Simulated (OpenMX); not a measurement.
# Ir in OpenMX: convergence with criterion

The system is Ir.

```xyz
2
Lattice="2.7514 0.0000 0.0000 -1.3757 2.3828 0.0000 0.0000 0.0000 4.4623" Properties=species:S:1:pos:R:3 pbc="T T T"
Ir    0.0076    1.6071    1.1096
Ir    1.3801    0.7951    3.3440
```

This isn't the form of Ir at room conditions, which is fcc.

The cell isn't the ideal one: atoms moved at random, drawn with an rms of 0.02 Å.

```yaml
Program: OpenMX 3.8.5
Task: convergence study
Functional: PBE
Potentials_or_basis: OpenMX 2013 PBE set, Ir7.0-s3p2d2, grid cutoff 400 Ry
k_mesh: 9 × 9 × 5
Occupations: fermi-dirac, width 0.05 eV
Spin: no spin polarisation
```

These are the settings of the first run; the series varies criterion, with any setting tied to it.

Hardware: 1 thread of Intel(R) Xeon(R) 6975P-C (Granite Rapids), with other jobs on the host.

| criterion | energy less the tightest run, at zero smearing (meV/atom) | SCF cycles | CPU time (s) | peak memory (GiB) |
| --- | --- | --- | --- | --- |
| 1.0e-3 | 0.02 | 10 | 140 | 0.65 |
| 1.0e-4 | 0.00 | 11 | 150 | 0.65 |
| 1.0e-5 | 0.00 | 12 | 160 | 0.65 |
| 1.0e-6 | 0.00 | 12 | 160 | 0.65 |
| 1.0e-7 | 0.00 | 13 | 150 | 0.65 |
| 1.0e-8 | 0.00 | 15 | 170 | 0.65 |
| 1.0e-9 | 0.00 | 15 | 170 | 0.65 |
| 1.0e-10 | 0.00 | 18 | 170 | 0.65 |

Against the tightest run, the energy stays within 1 meV/atom from 1.0e-3 on. The tightest run that finished is the yardstick and may itself not be fully converged.

 The run has no spin-orbit coupling, so splittings on Ir are missing.
